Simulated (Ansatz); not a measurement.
# CdS: the band gap up the ladder of functionals

An exercise on one series of results from a longer session: the logs are not shown, and one member is left open.

The runs shown are made with Ansatz 0.2.0. PAW datasets, plane waves. No spin polarisation and no zero-point or thermal motion; the cell was built from a prototype and may be hypothetical.

**The structure to begin with**

The cell was relaxed beforehand with r2SCAN.

Space group Fm-3m (No. 225), cubic; conventional cell a = 5.454 Å, 20.27 Å³ an atom. Near Cd stand 6 S at 2.73 Å; near S stand 6 Cd at 2.73 Å.

The structure in full:

```
Cd S
1.0
     0.00000    2.72678    2.72678
     2.72678    0.00000    2.72678
     2.72678    2.72678    0.00000
Cd S
1 1
Direct
  0.00000 0.00000 0.00000
  0.50000 0.50000 0.50000
```

The first run:

File input.yaml:

```yaml
crystal:
  lattice:
    - [0.0, 2.726776587, 2.726776587]
    - [2.726776587, 0.0, 2.726776587]
    - [2.726776587, 2.726776587, 0.0]
  atoms:
    - { symbol: Cd, position: [0.0, 0.0, 0.0] }
    - { symbol: S, position: [0.5, 0.5, 0.5] }
kpoints:
  mp_grid: { grid: [8, 8, 8] }
  band_path:
    path:
      - [[0.0, 0.0, 0.0], [0.5, 3.521278745103e-35, 0.5], [0.625, 0.25, 0.625]]
      - [[0.375, 0.375, 0.75], [0.0, 0.0, 0.0], [0.5, 0.5, 0.5], [0.5, 0.25, 0.75], [0.5, 3.521278745103e-35, 0.5]]
    npoints: 10
hamiltonian:
  xc: pbe
scf:
  occupations: { method: fermi_dirac, width: 0.02 }
  n_extra_bands: 4
output:
  forces: true
  stress: true
  eigenvalues: true
```

Command:

```sh
$ ansatz run input.yaml --threads 2 --pin off --max-ram 2211MiB --backend cpu --events-out ev --progress --plain --runs-dir out
```

Among the steps run: PBE bands along the symmetry lines; Single point with r2SCAN; HSE06 at the same geometry; PBE+SOC at the same geometry; Single point with PBE0; LDA; Quasiparticle levels, G0W0@PBE; DDH-PBE0 at the same geometry; Single point with HSE06+SOC; Hartree-Fock at the same geometry; Single point with r2SCAN0.

One table of the session follows, with a row left open; its other results are not shown here.

```
                     level  gap (eV)
                       PBE      0.26
                    r2SCAN      0.75
                     HSE06      1.24
                   PBE+SOC      0.25
                      PBE0         ?
G0W0@PBE (121 empty bands)      0.87
G0W0@PBE (300 empty bands)      0.93
                  DDH-PBE0      0.96
                 HSE06+SOC      1.22
              Hartree-Fock      7.85
                   r2SCAN0      2.25
```

**Question.** Estimate the row for PBE0.

**Answer.** gap (eV): 1.91. In the column «gap (eV)» it lies between HSE06 (1.24) and r2SCAN0 (2.25).

Meshes: PBE 8×8×8, r2SCAN 8×8×8, HSE06 6×6×6, PBE+SOC 8×8×8, PBE0 6×6×6, DDH-PBE0 6×6×6, HSE06+SOC 4×4×4, Hartree-Fock 6×6×6, r2SCAN0 6×6×6

The gap runs from 0.25 eV (PBE+SOC) to 7.85 eV (Hartree-Fock). PBE reaches 28 % of the G0W0@PBE value, and r2SCAN 81 %. PBE0 lies 0.67 eV above HSE06, which differs from it by screening the long-range exchange. Hartree-Fock lies above G0W0@PBE by 6.9 eV. G0W0 values are finite-basis, finite-mesh values.

Limits of these values: Warnings in the runs' records: stress exchange threshold loose, stress scf threshold loose, band overlap at count.
